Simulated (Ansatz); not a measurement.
**Au: a two-dimensional strain map, part 1 of 2**

This session takes Au and sets out to strain the cell in the xy plane and along z independently.

The COD cell was measured well above room temperature, so it is larger than a cold one.

Program: Ansatz 0.2.0. Level of theory: DFT r2SCAN, scalar-relativistic, plane waves, PAW. These are calculated values, not measurements.

## 1. The structure to begin with

The structure is cubic, space group Fm-3m (No. 225). Conventional cell: a = 4.091 Å, b = 4.091 Å, c = 4.091 Å, α = 90.00°, β = 90.00°, γ = 90.00°. Au (site symmetry m-3m) is surrounded by 12 Au at 2.89 Å.

Structure file:

```
Au
1.0
     0.00000    2.04550    2.04550
     2.04550    0.00000    2.04550
     2.04550    2.04550    0.00000
Au
1
Direct
  0.00000 0.00000 0.00000
```

No relaxation comes first: the listed cell is the starting point.

## 2. Zero of energy

Reference values: F = -13163.5025 eV; pressure 4.01 GPa; largest force 0.000 eV/Å; gap on the mesh none (metal). It was computed beforehand with the settings of the runs below.

## 3. The scan: a two-dimensional strain map

The cell is strained by p along both x and y and by q along z, with fractional coordinates fixed.

## 4. At p = -0.030, q = -0.030

The input, input.yaml:

```yaml
crystal:
  lattice:
    - [0.0, 1.984135, 1.984135]
    - [1.984135, 0.0, 1.984135]
    - [1.984135, 1.984135, 0.0]
  atoms:
    - { symbol: Au, position: [0.0, 0.0, 0.0] }
basis:
  ecutwfc: 500
kpoints:
  mp_grid: { grid: [20, 20, 20] }
hamiltonian:
  xc: r2scan
scf:
  occupations: { method: cold, width: 0.4 }
output:
  forces: true
  stress: true
  eigenvalues: true
```

Launch:

```sh
> ansatz run input.yaml --threads 1 --pin off --max-ram 2560MiB --backend cpu --events-out ev --progress --plain --runs-dir out
```

The program printed, cut to the lines that bear on the results:

```text
Warning: RAYON_NUM_THREADS=1 ignored (pool sized by the plan → 1); use --threads N
[...]
Pseudopotentials: kind: paw
Pseudopotential: Au, paw, valence charge 19, recommended cutoff 500 eV (meta_gga), Au.paw.azcp
Functional definition: r2SCAN
[...]
Crystal: 1 atoms, lattice volume = 15.622 Å³
Basis set: ecut = 500 eV, 411 PW (Γ), exchange–correlation on 96×96×96 points (64 copies of the dense FFT grid, shifted against one another)
Bands: 14, of which v1, the nominal top of the filled ones, is band 10 counted from 1 (9 counted from 0)
Symmetry: 48 space group operations
Space group: Fm-3m (ITA 225), of the structure as read, at distance tolerance 2.5e-5 Å
k-points: 256 of 8000
[...]
SCF iter   1: F=—  HF=-13163.381502 eV  |F-HF|=—  |Δ(HF+E_count)|=         —  Δρ=1.43e-2  dr2=3.04e-2  dr2_τ=4.50e-3  ethr=1.77e-3  ⟨swp⟩=4.1  Hψ=17194  notcnv=0
[...]
SCF iter   6: F=-13163.376615 eV  HF=-13163.376615 eV  |F-HF|=2.38e-9  |Δ(HF+E_count)|=   6.68e-8  S|Δr|=    0.00e0  Δρ=6.84e-6  dr2=6.02e-9  dr2_τ=3.65e-10  ethr=3.32e-10  ⟨swp⟩=2.1  Hψ=11947  notcnv=0
[...]
SCF converged after 6 iterations
Stability not checked: this state was not tested for a lower state beside it, because cold or Methfessel-Paxton smearing, or corrected tetrahedra, fill the levels in a way that the test cannot read (fill_not_monotonic; see scf.lower_state_search)
Free energy (F): -13163.376615 eV
[...]
E sigma→0 (E₀):  -13163.376148 eV
Entropy (-TS):   -0.001401 eV (-1.401 meV/atom)
Fermi energy:    23.070701 eV
[...]
--- Forces (eV/Å), atoms counted from 1 ---
  atom   1  Au    -0.00000000    -0.00000000     0.00000000
[...]
--- Stress (GPa, compression-positive) ---
       24.983525       0.000000       0.000000
       -0.000000      24.983525       0.000000
       -0.000000       0.000000      24.983525
  P = ⅓ Tr σ = 24.9835 GPa (249.835 kbar)
--- Band table (eV; the first three rows and the last of 256) ---
  k-point 0: bands = ["-84.9814", "-35.7100", "-35.7100", "-35.7100", "11.9239", "17.5284", "17.5284", "17.5284", "19.3188", "19.3188", "37.9726", "42.6211", "42.6211", "42.6211"]
[...]
```

Run time: 17 s. Hardware: 1 thread of AMD EPYC (Zen 3), shared host; peak memory 0.42 GiB.

## 5. Point p = -0.030, q = 0.000

input.yaml, as its differences from that of step 4:

```diff
@@ -2,4 +2,4 @@
   lattice:
-    - [0.0, 1.984135, 1.984135]
-    - [1.984135, 0.0, 1.984135]
+    - [0.0, 1.984135, 2.0455]
+    - [1.984135, 0.0, 2.0455]
     - [1.984135, 1.984135, 0.0]
```

Launch:

```sh
> ansatz run input.yaml --threads 1 --pin off --max-ram 2560MiB --backend cpu --events-out ev --progress --plain --runs-dir out
```

The program printed, cut to the lines that bear on the results:

```text
[...]
SCF converged after 6 iterations
Stability not checked: this state was not tested for a lower state beside it, because cold or Methfessel-Paxton smearing, or corrected tetrahedra, fill the levels in a way that the test cannot read (fill_not_monotonic; see scf.lower_state_search)
Free energy (F): -13163.438242 eV
[...]
E sigma→0 (E₀):  -13163.438104 eV
Entropy (-TS):   -0.000414 eV (-0.414 meV/atom)
Fermi energy:    22.150416 eV
[...]
--- Forces (eV/Å), atoms counted from 1 ---
  atom   1  Au     0.00000000     0.00000000     0.00000000
[...]
--- Stress (GPa, compression-positive) ---
       17.268777       0.000000       0.000000
        0.000000      17.268777       0.000000
        0.000000       0.000000      16.142425
  P = ⅓ Tr σ = 16.8933 GPa (168.933 kbar)
--- Band table (eV; the first three rows and the last of 641) ---
  k-point 0: bands = ["-85.7665", "-36.5084", "-36.5073", "-36.5073", "11.3736", "16.6051", "16.9154", "16.9154", "18.3303", "18.6700", "37.1510", "41.1995", "41.8024", "41.8024"]
[...]
```

Wall time 30 s (1 thread of AMD EPYC (Zen 3), shared host); peak memory 0.51 GiB.

## 6. p = -0.030, q = 0.030

input.yaml, as its differences from that of step 5:

```diff
@@ -2,4 +2,4 @@
   lattice:
-    - [0.0, 1.984135, 2.0455]
-    - [1.984135, 0.0, 2.0455]
+    - [0.0, 1.984135, 2.106865]
+    - [1.984135, 0.0, 2.106865]
     - [1.984135, 1.984135, 0.0]
```

Launch:

```sh
> ansatz run input.yaml --threads 1 --pin off --max-ram 2560MiB --backend cpu --events-out ev --progress --plain --runs-dir out
```

The program printed, cut to the lines that bear on the results:

```text
[...]
SCF converged after 6 iterations
Stability not checked: this state was not tested for a lower state beside it, because cold or Methfessel-Paxton smearing, or corrected tetrahedra, fill the levels in a way that the test cannot read (fill_not_monotonic; see scf.lower_state_search)
Free energy (F): -13163.475403 eV
[...]
E sigma→0 (E₀):  -13163.475703 eV
Entropy (-TS):   0.000901 eV (0.901 meV/atom)
Fermi energy:    21.290571 eV
[...]
--- Forces (eV/Å), atoms counted from 1 ---
  atom   1  Au     0.00000000     0.00000000    -0.00000000
[...]
--- Stress (GPa, compression-positive) ---
       11.069879       0.000000       0.000000
        0.000000      11.069879       0.000000
        0.000000       0.000000       8.723556
  P = ⅓ Tr σ = 10.2878 GPa (102.878 kbar)
--- Band table (eV; the first three rows and the last of 641) ---
  k-point 0: bands = ["-86.5058", "-37.2594", "-37.2571", "-37.2571", "10.8591", "15.7432", "16.3404", "16.3404", "17.3977", "18.0453", "36.3994", "39.9065", "40.9932", "40.9932"]
[...]
```

Wall time 35 s (1 thread of AMD EPYC (Zen 3), shared host); peak memory 0.51 GiB.

## 7. p = 0.000, q = -0.030

input.yaml, as its differences from that of step 6:

```diff
@@ -2,5 +2,5 @@
   lattice:
-    - [0.0, 1.984135, 2.106865]
-    - [1.984135, 0.0, 2.106865]
-    - [1.984135, 1.984135, 0.0]
+    - [0.0, 2.0455, 1.984135]
+    - [2.0455, 0.0, 1.984135]
+    - [2.0455, 2.0455, 0.0]
   atoms:
```

Launch:

```sh
> ansatz run input.yaml --threads 1 --pin off --max-ram 2560MiB --backend cpu --events-out ev --progress --plain --runs-dir out
```

The program printed, cut to the lines that bear on the results:

```text
[...]
SCF converged after 6 iterations
Stability not checked: this state was not tested for a lower state beside it, because cold or Methfessel-Paxton smearing, or corrected tetrahedra, fill the levels in a way that the test cannot read (fill_not_monotonic; see scf.lower_state_search)
Free energy (F): -13163.479784 eV
[...]
E sigma→0 (E₀):  -13163.479694 eV
Entropy (-TS):   -0.000271 eV (-0.271 meV/atom)
Fermi energy:    21.258076 eV
[...]
--- Forces (eV/Å), atoms counted from 1 ---
  atom   1  Au     0.00000000     0.00000000    -0.00000000
[...]
--- Stress (GPa, compression-positive) ---
        9.694968       0.000000       0.000000
        0.000000       9.694968       0.000000
        0.000000       0.000000      10.380232
  P = ⅓ Tr σ = 9.9234 GPa (99.234 kbar)
--- Band table (eV; the first three rows and the last of 641) ---
  k-point 0: bands = ["-86.5266", "-37.2798", "-37.2798", "-37.2796", "10.8421", "16.0185", "16.0185", "16.3007", "17.5574", "17.8649", "36.3314", "40.4046", "40.4046", "40.9825"]
[...]
```

Wall time 34 s (1 thread of AMD EPYC (Zen 3), shared host); peak memory 0.51 GiB.

## 8. At p = 0.000, q = 0.030

input.yaml, as its differences from that of step 7:

```diff
@@ -2,4 +2,4 @@
   lattice:
-    - [0.0, 2.0455, 1.984135]
-    - [2.0455, 0.0, 1.984135]
+    - [0.0, 2.0455, 2.106865]
+    - [2.0455, 0.0, 2.106865]
     - [2.0455, 2.0455, 0.0]
```

Launch:

```sh
> ansatz run input.yaml --threads 1 --pin off --max-ram 2560MiB --backend cpu --events-out ev --progress --plain --runs-dir out
```

The program printed, cut to the lines that bear on the results:

```text
Warning: RAYON_NUM_THREADS=1 ignored (pool sized by the plan → 1); use --threads N
[...]
[... 3 set-up lines as earlier in the session ...]
[...]
Crystal: 1 atoms, lattice volume = 17.631 Å³
Basis set: ecut = 500 eV, 443 PW (Γ), exchange–correlation on 96×96×96 points (64 copies of the dense FFT grid, shifted against one another)
Bands: 14, of which v1, the nominal top of the filled ones, is band 10 counted from 1 (9 counted from 0)
Symmetry: 16 space group operations
Space group: I4/mmm (ITA 139), of the structure as read, at distance tolerance 2.6e-5 Å
k-points: 641 of 8000
[...]
SCF iter   1: F=—  HF=-13163.514813 eV  |F-HF|=—  |Δ(HF+E_count)|=         —  Δρ=1.48e-2  dr2=3.98e-2  dr2_τ=2.95e-3  ethr=1.77e-3  ⟨swp⟩=4.1  Hψ=42994  notcnv=0
[...]
SCF converged after 6 iterations
Stability not checked: this state was not tested for a lower state beside it, because cold or Methfessel-Paxton smearing, or corrected tetrahedra, fill the levels in a way that the test cannot read (fill_not_monotonic; see scf.lower_state_search)
Free energy (F): -13163.506736 eV
[...]
E sigma→0 (E₀):  -13163.506810 eV
Entropy (-TS):   0.000221 eV (0.221 meV/atom)
Fermi energy:    19.586680 eV
[...]
--- Forces (eV/Å), atoms counted from 1 ---
  atom   1  Au     0.00000000     0.00000000    -0.00000000
[...]
--- Stress (GPa, compression-positive) ---
       -0.562012       0.000000       0.000000
        0.000000      -0.562012       0.000000
        0.000000       0.000000      -1.191191
  P = ⅓ Tr σ = -0.7717 GPa (-7.717 kbar)
--- Band table (eV; the first three rows and the last of 641) ---
  k-point 0: bands = ["-87.9531", "-38.7270", "-38.7270", "-38.7266", "9.8497", "14.6171", "14.8801", "14.8801", "16.0886", "16.3695", "34.7661", "38.3619", "38.8172", "38.8172"]
[...]
```

Run time: 36 s. Hardware: 1 thread of AMD EPYC (Zen 3), shared host; peak memory 0.52 GiB.

## 9. p = 0.030, q = -0.030

input.yaml, as its differences from that of step 8:

```diff
@@ -2,5 +2,5 @@
   lattice:
-    - [0.0, 2.0455, 2.106865]
-    - [2.0455, 0.0, 2.106865]
-    - [2.0455, 2.0455, 0.0]
+    - [0.0, 2.106865, 1.984135]
+    - [2.106865, 0.0, 1.984135]
+    - [2.106865, 2.106865, 0.0]
   atoms:
```

Launch:

```sh
> ansatz run input.yaml --threads 1 --pin off --max-ram 2560MiB --backend cpu --events-out ev --progress --plain --runs-dir out
```

The program printed, cut to the lines that bear on the results:

```text
[...]
SCF converged after 6 iterations
Stability not checked: this state was not tested for a lower state beside it, because cold or Methfessel-Paxton smearing, or corrected tetrahedra, fill the levels in a way that the test cannot read (fill_not_monotonic; see scf.lower_state_search)
Free energy (F): -13163.505273 eV
[...]
E sigma→0 (E₀):  -13163.505034 eV
Entropy (-TS):   -0.000718 eV (-0.718 meV/atom)
Fermi energy:    19.621873 eV
[...]
--- Forces (eV/Å), atoms counted from 1 ---
  atom   1  Au     0.00000000     0.00000000    -0.00000000
[...]
--- Stress (GPa, compression-positive) ---
       -0.893013       0.000000       0.000000
        0.000000      -0.893013       0.000000
        0.000000       0.000000       0.028199
  P = ⅓ Tr σ = -0.5859 GPa (-5.859 kbar)
--- Band table (eV; the first three rows and the last of 641) ---
  k-point 0: bands = ["-87.9350", "-38.7082", "-38.7079", "-38.7079", "9.8648", "14.6551", "14.6551", "15.1492", "15.9693", "16.5013", "34.8337", "38.3766", "38.3766", "39.3584"]
[...]
```

Run time: 37 s. Hardware: 1 thread of AMD EPYC (Zen 3), shared host; peak memory 0.52 GiB.

## 10. At p = 0.030, q = 0.000

input.yaml, as its differences from that of step 9:

```diff
@@ -2,4 +2,4 @@
   lattice:
-    - [0.0, 2.106865, 1.984135]
-    - [2.106865, 0.0, 1.984135]
+    - [0.0, 2.106865, 2.0455]
+    - [2.106865, 0.0, 2.0455]
     - [2.106865, 2.106865, 0.0]
```

Launch:

```sh
> ansatz run input.yaml --threads 1 --pin off --max-ram 2560MiB --backend cpu --events-out ev --progress --plain --runs-dir out
```

The program printed, cut to the lines that bear on the results:

```text
Warning: RAYON_NUM_THREADS=1 ignored (pool sized by the plan → 1); use --threads N
[...]
[... 3 set-up lines as earlier in the session ...]
[...]
Crystal: 1 atoms, lattice volume = 18.159 Å³
Basis set: ecut = 500 eV, 459 PW (Γ), exchange–correlation on 96×96×96 points (64 copies of the dense FFT grid, shifted against one another)
Bands: 14, of which v1, the nominal top of the filled ones, is band 10 counted from 1 (9 counted from 0)
[... 2 set-up lines as earlier in the session ...]
k-points: 641 of 8000
[...]
SCF iter   1: F=—  HF=-13163.505885 eV  |F-HF|=—  |Δ(HF+E_count)|=         —  Δρ=1.48e-2  dr2=4.17e-2  dr2_τ=2.72e-3  ethr=1.77e-3  ⟨swp⟩=4.1  Hψ=42829  notcnv=0
[...]
SCF converged after 6 iterations
Stability not checked: this state was not tested for a lower state beside it, because cold or Methfessel-Paxton smearing, or corrected tetrahedra, fill the levels in a way that the test cannot read (fill_not_monotonic; see scf.lower_state_search)
Free energy (F): -13163.497370 eV
[...]
E sigma→0 (E₀):  -13163.497312 eV
Entropy (-TS):   -0.000176 eV (-0.176 meV/atom)
Fermi energy:    18.807572 eV
[...]
--- Forces (eV/Å), atoms counted from 1 ---
  atom   1  Au     0.00000000     0.00000000    -0.00000000
[...]
--- Stress (GPa, compression-positive) ---
       -4.948035       0.000000       0.000000
        0.000000      -4.948035       0.000000
        0.000000       0.000000      -4.515605
  P = ⅓ Tr σ = -4.8039 GPa (-48.039 kbar)
--- Band table (eV; the first three rows and the last of 641) ---
  k-point 0: bands = ["-88.6222", "-39.4056", "-39.4051", "-39.4051", "9.3861", "14.0906", "14.0906", "14.3297", "15.4043", "15.6595", "34.0199", "37.5953", "37.5953", "38.0241"]
[...]
```

It took 36 s on 1 thread of AMD EPYC (Zen 3), shared host; peak memory 0.52 GiB.

## 11. p = 0.030, q = 0.030

input.yaml, as its differences from that of step 10:

```diff
@@ -2,4 +2,4 @@
   lattice:
-    - [0.0, 2.106865, 2.0455]
-    - [2.106865, 0.0, 2.0455]
+    - [0.0, 2.106865, 2.106865]
+    - [2.106865, 0.0, 2.106865]
     - [2.106865, 2.106865, 0.0]
```

Launch:

```sh
> ansatz run input.yaml --threads 1 --pin off --max-ram 2560MiB --backend cpu --events-out ev --progress --plain --runs-dir out
```

The program printed, cut to the lines that bear on the results:

```text
[...]
SCF converged after 6 iterations
Stability not checked: this state was not tested for a lower state beside it, because cold or Methfessel-Paxton smearing, or corrected tetrahedra, fill the levels in a way that the test cannot read (fill_not_monotonic; see scf.lower_state_search)
Free energy (F): -13163.475602 eV
[...]
E sigma→0 (E₀):  -13163.475540 eV
Entropy (-TS):   -0.000186 eV (-0.186 meV/atom)
Fermi energy:    18.052404 eV
[...]
--- Forces (eV/Å), atoms counted from 1 ---
  atom   1  Au     0.00000000    -0.00000000    -0.00000000
[...]
--- Stress (GPa, compression-positive) ---
       -8.148567       0.000000      -0.000000
       -0.000000      -8.148567      -0.000000
        0.000000      -0.000000      -8.148567
  P = ⅓ Tr σ = -8.1486 GPa (-81.486 kbar)
--- Band table (eV; the first three rows and the last of 256) ---
  k-point 0: bands = ["-89.2689", "-40.0608", "-40.0608", "-40.0608", "8.9382", "13.5638", "13.5638", "13.5638", "14.8607", "14.8607", "33.2751", "36.8224", "36.8224", "36.8224"]
[...]
```

Wall time 16 s (1 thread of AMD EPYC (Zen 3), shared host); peak memory 0.43 GiB.

## 12. Point p = -0.030, q = -0.015

input.yaml, as its differences from that of step 11:

```diff
@@ -2,5 +2,5 @@
   lattice:
-    - [0.0, 2.106865, 2.106865]
-    - [2.106865, 0.0, 2.106865]
-    - [2.106865, 2.106865, 0.0]
+    - [0.0, 1.984135, 2.0148175]
+    - [1.984135, 0.0, 2.0148175]
+    - [1.984135, 1.984135, 0.0]
   atoms:
```

Launch:

```sh
> ansatz run input.yaml --threads 1 --pin off --max-ram 2560MiB --backend cpu --events-out ev --progress --plain --runs-dir out
```

The program printed, cut to the lines that bear on the results:

```text
Warning: RAYON_NUM_THREADS=1 ignored (pool sized by the plan → 1); use --threads N
[...]
[... 3 set-up lines as earlier in the session ...]
[...]
Crystal: 1 atoms, lattice volume = 15.864 Å³
Basis set: ecut = 500 eV, 411 PW (Γ), exchange–correlation on 96×96×96 points (64 copies of the dense FFT grid, shifted against one another)
Bands: 14, of which v1, the nominal top of the filled ones, is band 10 counted from 1 (9 counted from 0)
[... 1 set-up line as earlier in the session ...]
Space group: I4/mmm (ITA 139), of the structure as read, at distance tolerance 2.5e-5 Å
k-points: 641 of 8000
[...]
SCF iter   1: F=—  HF=-13163.416225 eV  |F-HF|=—  |Δ(HF+E_count)|=         —  Δρ=1.44e-2  dr2=3.18e-2  dr2_τ=4.23e-3  ethr=1.77e-3  ⟨swp⟩=4.2  Hψ=43312  notcnv=0
[...]
SCF converged after 6 iterations
Stability not checked: this state was not tested for a lower state beside it, because cold or Methfessel-Paxton smearing, or corrected tetrahedra, fill the levels in a way that the test cannot read (fill_not_monotonic; see scf.lower_state_search)
Free energy (F): -13163.410760 eV
[...]
E sigma→0 (E₀):  -13163.410420 eV
Entropy (-TS):   -0.001020 eV (-1.020 meV/atom)
Fermi energy:    22.602059 eV
[...]
--- Forces (eV/Å), atoms counted from 1 ---
  atom   1  Au     0.00000000    -0.00000000    -0.00000000
[...]
--- Stress (GPa, compression-positive) ---
       20.919786       0.000000       0.000000
        0.000000      20.919786      -0.000000
        0.000000      -0.000000      20.373059
  P = ⅓ Tr σ = 20.7375 GPa (207.375 kbar)
--- Band table (eV; the first three rows and the last of 641) ---
  k-point 0: bands = ["-85.3799", "-36.1154", "-36.1149", "-36.1149", "11.6440", "17.0587", "17.2168", "17.2168", "18.8174", "18.9913", "37.5525", "41.8926", "42.2105", "42.2105"]
[...]
```

It took 41 s on 1 thread of AMD EPYC (Zen 3), shared host; peak memory 0.5 GiB.

## 13. p = -0.030, q = 0.015

input.yaml, as its differences from that of step 12:

```diff
@@ -2,4 +2,4 @@
   lattice:
-    - [0.0, 1.984135, 2.0148175]
-    - [1.984135, 0.0, 2.0148175]
+    - [0.0, 1.984135, 2.0761825]
+    - [1.984135, 0.0, 2.0761825]
     - [1.984135, 1.984135, 0.0]
```

Launch:

```sh
> ansatz run input.yaml --threads 1 --pin off --max-ram 2560MiB --backend cpu --events-out ev --progress --plain --runs-dir out
```

The program printed, cut to the lines that bear on the results:

```text
[...]
SCF converged after 6 iterations
Stability not checked: this state was not tested for a lower state beside it, because cold or Methfessel-Paxton smearing, or corrected tetrahedra, fill the levels in a way that the test cannot read (fill_not_monotonic; see scf.lower_state_search)
Free energy (F): -13163.459618 eV
[...]
E sigma→0 (E₀):  -13163.459709 eV
Entropy (-TS):   0.000272 eV (0.272 meV/atom)
Fermi energy:    21.713874 eV
[...]
--- Forces (eV/Å), atoms counted from 1 ---
  atom   1  Au     0.00000000     0.00000000     0.00000000
[...]
--- Stress (GPa, compression-positive) ---
       13.997203       0.000000       0.000000
        0.000000      13.997203       0.000000
        0.000000       0.000000      12.265546
  P = ⅓ Tr σ = 13.4200 GPa (134.200 kbar)
--- Band table (eV; the first three rows and the last of 641) ---
  k-point 0: bands = ["-86.1416", "-36.8896", "-36.8879", "-36.8879", "11.1121", "16.1669", "16.6235", "16.6235", "17.8571", "18.3547", "36.7671", "40.5384", "41.3967", "41.3967"]
[...]
```

Run time: 33 s. Hardware: 1 thread of AMD EPYC (Zen 3), shared host; peak memory 0.51 GiB.

## 14. At p = -0.015, q = -0.030

input.yaml, as its differences from that of step 13:

```diff
@@ -2,5 +2,5 @@
   lattice:
-    - [0.0, 1.984135, 2.0761825]
-    - [1.984135, 0.0, 2.0761825]
-    - [1.984135, 1.984135, 0.0]
+    - [0.0, 2.0148175, 1.984135]
+    - [2.0148175, 0.0, 1.984135]
+    - [2.0148175, 2.0148175, 0.0]
   atoms:
```

Launch:

```sh
> ansatz run input.yaml --threads 1 --pin off --max-ram 2560MiB --backend cpu --events-out ev --progress --plain --runs-dir out
```

The program printed, cut to the lines that bear on the results:

```text
Warning: RAYON_NUM_THREADS=1 ignored (pool sized by the plan → 1); use --threads N
[...]
[... 3 set-up lines as earlier in the session ...]
[...]
Crystal: 1 atoms, lattice volume = 16.109 Å³
Basis set: ecut = 500 eV, 411 PW (Γ), exchange–correlation on 96×96×96 points (64 copies of the dense FFT grid, shifted against one another)
Bands: 14, of which v1, the nominal top of the filled ones, is band 10 counted from 1 (9 counted from 0)
[... 2 set-up lines as earlier in the session ...]
k-points: 641 of 8000
[...]
SCF iter   1: F=—  HF=-13163.445467 eV  |F-HF|=—  |Δ(HF+E_count)|=         —  Δρ=1.45e-2  dr2=3.32e-2  dr2_τ=3.98e-3  ethr=1.77e-3  ⟨swp⟩=4.1  Hψ=43129  notcnv=0
[...]
SCF converged after 6 iterations
Stability not checked: this state was not tested for a lower state beside it, because cold or Methfessel-Paxton smearing, or corrected tetrahedra, fill the levels in a way that the test cannot read (fill_not_monotonic; see scf.lower_state_search)
Free energy (F): -13163.439480 eV
[...]
E sigma→0 (E₀):  -13163.439210 eV
Entropy (-TS):   -0.000810 eV (-0.810 meV/atom)
Fermi energy:    22.140375 eV
[...]
--- Forces (eV/Å), atoms counted from 1 ---
  atom   1  Au     0.00000000     0.00000000     0.00000000
[...]
--- Stress (GPa, compression-positive) ---
       16.657807       0.000000       0.000000
        0.000000      16.657807       0.000000
        0.000000       0.000000      17.073909
  P = ⅓ Tr σ = 16.7965 GPa (167.965 kbar)
--- Band table (eV; the first three rows and the last of 641) ---
  k-point 0: bands = ["-85.7720", "-36.5136", "-36.5136", "-36.5134", "11.3691", "16.7539", "16.7539", "16.9047", "18.4151", "18.5804", "37.1329", "41.4879", "41.4879", "41.7998"]
[...]
```

Run time: 31 s. Hardware: 1 thread of AMD EPYC (Zen 3), shared host; peak memory 0.51 GiB.

(Continued in part 2 of 2.)
